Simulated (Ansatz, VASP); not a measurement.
# Nb: VASP beside Ansatz

```xyz
1
Lattice="-1.8076 1.8076 1.4099 1.8076 -1.8076 1.4099 1.8076 1.8076 -1.4099" Properties=species:S:1:pos:R:3 pbc="T T T"
Nb    0.0000    0.0000    0.0000
```

Alike in both runs: task single point; functional LDA; k mesh 22 × 22 × 22; occupations gaussian, width 0.15 eV; no spin polarisation.

```csv
,VASP,Ansatz
version,VASP 6.6.1,Ansatz 0.2.0
potentials or method,"VASP PAW LDA potentials, release 64 (Nb_sv)","scalar-relativistic, plane waves, PAW"
plane-wave cutoff (eV),520,420
valence electrons in the cell,13,13
```

VASP gave:

```
gap on the k mesh at the Fermi level (eV)       : none
pressure (GPa)                                  : -8.1
largest component of the traceless stress (GPa) : 10.76
```

Task: Estimate Ansatz's values.

Result: gap on the k mesh at the Fermi level (eV): none; pressure (GPa): -8.0; largest component of the traceless stress (GPa): 10.76.

A gap of «none» marks a metal or a gap that the smearing closes.
